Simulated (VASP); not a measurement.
# CdSe (Cadmoselite): single point with BLYP

**Experimental background.**

A printed reference work, data compilation reports, for a bulk crystal of CdSe at 2 K: band gap 1.841 eV.

The system is CdSe (Cadmoselite).

```
CELL_PARAMETERS angstrom
4.46789 0.00000 0.00000
-2.23395 3.86931 0.00000
0.00000 0.00000 7.30753
ATOMIC_POSITIONS crystal
Cd 0.66667 0.33333 0.50484
Cd 0.33333 0.66667 0.00484
Se 0.66667 0.33333 0.88016
Se 0.33333 0.66667 0.38016
```

| Property | Result |
| --- | --- |
| Program | VASP 6.6.1 |
| Task | single point |
| Functional | BLYP |
| Potentials or basis | VASP PAW PBE potentials, release 64 (Cd, Se) |
| Cutoff | 520 eV |
| k mesh | 7 × 7 × 4 |
| Occupations | fermi-dirac, width 0.05 eV |
| Spin | no spin polarisation |

The pressure is 0.2 GPa. The band gap on the k mesh is 0.34 eV, direct.

Levels at points of the mesh, in eV from the valence-band top:
```tsv
k point	band 14	band 15	band 16	band 17	band 18	band 19	band 20	band 21	band 22	band 23
(0.00, 0.00, 0.00)	-0.61	-0.61	-0.05	0.00	0.00	0.34	2.04	5.82	5.82	6.07
(0.00, 0.00, 0.50)	-2.41	-0.32	-0.32	-0.32	-0.32	2.08	2.08	5.69	5.69	6.21
```

Run time: 110 s on 1 thread of AMD EPYC 7R13 Processor (Zen 3), with other jobs on the host, peak memory 0.25 GiB.

A measured gap of CdSe is 1.841 eV (2 K; a printed reference work, data compilation); the calculated 0.34 eV misses it by -1.50 eV. So large a miss can be the level of theory's own, or it may mean another phase, state or a wrong row. Spin-orbit coupling on Cd, Se is left out. The value is that of BLYP, without temperature or zero-point motion. Semilocal functionals fall short of measured gaps as a rule.

Caveat: the PAW data sets were made with another functional, which shifts forces and pressure a little.
